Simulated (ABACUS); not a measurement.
**BAs in ABACUS: the effect of exact exchange share**

The system is BAs.

```
CELL_PARAMETERS angstrom
0.00000 2.38850 2.38850
2.38850 0.00000 2.38850
2.38850 2.38850 0.00000
ATOMIC_POSITIONS crystal
As 0.75000 0.75000 0.75000
B 0.00000 0.00000 0.00000
```

Alike in all runs:

```yaml
Program: ABACUS 3.10.1
Task: single point
Potentials_or_basis: PseudoDojo NC SR 0.4.1 PBE standard
Cutoff: 1361 eV
Density_cutoff: 5442 eV
Basis: DZP LCAO (the cutoffs set its grid)
k_mesh: 4 × 4 × 4
Occupations: fermi-dirac, width 0.05 eV
Spin: no spin polarisation
```

```tsv
exact exchange share	functional	gap on the mesh (eV)
0	PBE	1.48
0.1	HSE-type (share 0.1, screening 0.11/bohr)	1.88
0.25	HSE-type (share 0.25, screening 0.11/bohr)	?
0.4	HSE-type (share 0.4, screening 0.11/bohr)	3.03
```

What does the run with exact exchange share 0.25 give?

gap on the mesh 2.44 eV.

Worked out: A straight line through the other rows of the gap on the mesh, of slope 3.87 eV per unit of exact exchange share, gives 2.45 eV, against the run's 2.44.

Caveats: all runs use coarse meshes; the atomic orbitals were generated for these runs and aren't a published set; the basis of atomic orbitals isn't converged, which shifts pressures, moduli and gaps; the hybrid runs on potentials with a model core (some runs); gaps of hybrids in this basis differ from plane-wave ones by up to 0.1 eV (some runs).

A k mesh can miss the band edges.
